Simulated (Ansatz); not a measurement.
# KCl: which shells make which states

```yaml
crystal:
  lattice:
    - [3.63400, 0.00000, 0.00000]
    - [0.00000, 3.63400, 0.00000]
    - [0.00000, 0.00000, 3.63400]
  atoms:
    - { symbol: K, position: [0.00000, 0.00000, 0.00000] }
    - { symbol: Cl, position: [0.50000, 0.50000, 0.50000] }
```

Atoms are numbered in the order listed.

The cell is COD entry 1000050, as deposited and not checked against the literature; nothing was relaxed.

Level of theory: Ansatz 0.2.0, DFT, PBEsol, all-electron LAPW, scalar-relativistic.

The runs use a Γ-centred 7×7×7 k mesh, Fermi–Dirac smearing of 0.02 eV, basis error target 0.5 meV/atom, no spin polarisation.

Weights are projections on a minimal set of Löwdin-orthogonalised atomic shells, summed over atoms of an element; the rest lies outside that basis, and weights on diffuse cation s shells are inflated where empty shells are missing from it. Energies are in eV from the valence-band top.

Points: X (0.000, 0.500, 0.000), M (0.500, 0.500, 0.000).

```
            state              character
     X, -13.13 eV  Cl 3s 77 %, K 3p 22 %
X, -11.00 eV (×2)             K 3p 100 %
     X, -10.87 eV                      ?
      X, -2.29 eV  Cl 3p 83 %, K 4s 16 %
 X, -0.30 eV (×2)             Cl 3p 99 %
     M, -12.51 eV                      ?
M, -11.45 eV (×2)                      ?
     M, -10.96 eV             K 3p 100 %
 M, -1.48 eV (×2)                      ?
       M, 0.00 eV            Cl 3p 100 %
```

Q: Give the missing entry: row "M, -1.48 eV (×2)", column "character".

A: Cl 3p 97 %.

Q: Give the missing entry: row "X, -10.87 eV", column "character".

A: K 3p 78 %, Cl 3s 22 %.

Q: Fill in "character" for the row "M, -11.45 eV (×2)".

A: K 3p 97 %.

Q: Give the missing entry: row "M, -12.51 eV", column "character".

A: Cl 3s 100 %.
